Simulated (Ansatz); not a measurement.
**Which of these structures of Mg lies lowest?**

Computed with DFT, PBE, all-electron LAPW, scalar-relativistic (Ansatz 0.2.0).

Each cell is taken as listed (from a database or a relaxation; residual pressures are under 0.6 GPa and forces under 0.08 eV/Å), on meshes of about 0.2 Å⁻¹ spacing; energies are extrapolated to zero smearing, with no zero-point or thermal terms. Other structures, the observed one among them, may be missing from this set and lie lower. No run is spin-polarised.

(1) Order the structures by energy per atom, lowest first, and give the differences.
A.
```cif
data_structure
_symmetry_space_group_name_H-M 'P6_3/mmc'
_symmetry_Int_Tables_number 194
_cell_length_a 3.2093
_cell_length_b 3.2093
_cell_length_c 5.2103
_cell_angle_alpha 90.000
_cell_angle_beta 90.000
_cell_angle_gamma 120.000
_cell_volume 46.47
loop_
_atom_site_label
_atom_site_type_symbol
_atom_site_symmetry_multiplicity
_atom_site_Wyckoff_symbol
_atom_site_fract_x
_atom_site_fract_y
_atom_site_fract_z
_atom_site_occupancy
Mg1 Mg 2 c 0.33333 0.66667 0.25000 1
```
(COD 9008506, reported; 12×12×7 mesh on the primitive cell, smearing 0.05 eV, P = -0.5 GPa)
B.
Space group Fm-3m (No. 225). a = 4.522 Å, b = 4.522 Å, c = 4.522 Å, α = 90.00°, β = 90.00°, γ = 90.00°
| atom | site | symmetry | x | y | z |
| --- | --- | --- | --- | --- | --- |
| Mg | 4a | m-3m | 0.0000 | 0.0000 | 0.0000 |
(fcc type, relaxed by us; 13×13×13 mesh on the primitive cell, smearing 0.08 eV, P = 0.0 GPa)
C.
Space group Im-3m (No. 229). a = 3.584 Å, b = 3.584 Å, c = 3.584 Å, α = 90.00°, β = 90.00°, γ = 90.00°
```
atom  site  symmetry       x       y       z
  Mg    2a      m-3m  0.0000  0.0000  0.0000
```
(bcc type, relaxed by us; 13×13×13 mesh on the primitive cell, smearing 0.05 eV, P = 0.0 GPa)

## Answers

(1) A (0 meV/atom), B (12 meV/atom), C (32 meV/atom).
